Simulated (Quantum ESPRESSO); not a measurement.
BAs:

```
As B
1.0
     0.00000    2.38850    2.38850
     2.38850    0.00000    2.38850
     2.38850    2.38850    0.00000
As B
1 1
Direct
  0.75000 0.75000 0.75000
  0.00000 0.00000 0.00000
```

Base run:

- Program: Quantum ESPRESSO 7.5
- Functional: PBE
- Potentials or basis: SSSP 1.3 efficiency PBE
- Cutoff: 748 eV
- Density cutoff: 5987 eV
- k mesh: 10 × 10 × 10
- Occupations: fermi-dirac, width 0.05 eV
- Spin: no spin polarisation

Its results: band gap on the k mesh 1.17 eV, indirect (least direct gap 3.31 eV); pressure 3.4 GPa.

**Question.** The run is repeated on the same cell with these changes: potentials or basis from SSSP 1.3 efficiency PBE to PseudoDojo 0.4.1 SR PBE standard; cutoff from 748 eV to 1143 eV; density cutoff from 5987 eV to 4572 eV; valence electrons from 8 to 18. What comes out?

**Answer.** Band gap on the k mesh 1.20 eV, indirect (least direct gap 3.29 eV); pressure 2.7 GPa.

Not every run made on this cell is shown here.
